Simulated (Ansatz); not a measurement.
**Zirconium, simple cubic: HSE06 at the PBE geometry**

How do the levels change when part of the exchange is made exact, and what does it cost? Spin polarisation is left out. The geometry was relaxed under PBE beforehand and is kept. Exact exchange is dear, so the k-mesh is coarse, and PBE is run on the same mesh for comparison.

Program: Ansatz 0.2.0. Level of theory: DFT, plane waves (420 eV) with PBE-made PAW files, scalar-relativistic; functionals as named at each step. These are calculated values, not measurements.

## Step 1: Starting point

Symmetry: Pm-3m, No. 221, cubic system. The conventional cell has a = 2.913 Å, b = 2.913 Å, c = 2.913 Å, α = 90.00°, β = 90.00°, γ = 90.00°. Zr (site symmetry m-3m) has 6 Zr at 2.91 Å as nearest neighbours.

Coordinates:

```
Zr
1.0
     2.91348    0.00000    0.00000
     0.00000    2.91348    0.00000
     0.00000    0.00000    2.91348
Zr
1
Cartesian
  0.0000 0.0000 0.0000
```

## Step 2: PBE on the coarse mesh

The run with PBE.

input.yaml reads:

```yaml
crystal:
  lattice:
    - [2.9134844231, 0.0, 0.0]
    - [0.0, 2.9134844231, 0.0]
    - [0.0, 0.0, 2.9134844231]
  atoms:
    - { symbol: Zr, position: [0.0, 0.0, 0.0] }
hamiltonian:
  xc: pbe
  pseudopotentials:
    kind: paw
    azcp:
      Zr: "pseudopotentials/Zr.paw.azcp"
basis:
  ecutwfc: 420
  fft_grid_basis: typed
kpoints:
  mp_grid: { grid: [6, 6, 6], shift: [0, 0, 0] }
magnetization:
  spin_polarized: false
scf:
  occupations: { method: fermi_dirac, width: 0.1 }
```

On the command line:

```
ansatz run input.yaml --threads 4 --pin off --max-ram 8192MiB --backend cpu --events-out ev --progress --plain --runs-dir out
```

## Step 3: HSE06, coarse mesh

The run with HSE06.

Edit input.yaml of step 2 so:

```diff
@@ -8,3 +8,3 @@
 hamiltonian:
-  xc: pbe
+  xc: hse06
   pseudopotentials:
```

(Steps that only read results are left out.)

**Question.** What will these runs give? Wanted: PBE: gap; HSE06: gap; HSE06: relative to hcp.

**Answer**, as computed:

```
                         quantity                         value
                         PBE: gap  none (levels filled in part)
                       HSE06: gap  none (levels filled in part)
HSE06: SCF cycles, exchange loops                         14, 2
 HSE06: CPU time over that of PBE                            26
           HSE06: relative to hcp                +1110 meV/atom
```

What this shows: Both PBE and HSE06 leave levels filled in part. The hybrid took 26 times as much CPU time as PBE on the same settings. HSE06 needed 2 outer loops of the exchange operator. To compare with dense-mesh energies, the change of PBE from this mesh and smearing to its dense run (-22.3 meV/atom, from a run not shown) is added. Under HSE06 it lies 1110 meV/atom above hcp (computed apart in the same way); on such meshes a few tens of meV are uncertain for metals. Absolute energies differ from functional to functional, by eV per atom at times, and say nothing by themselves.
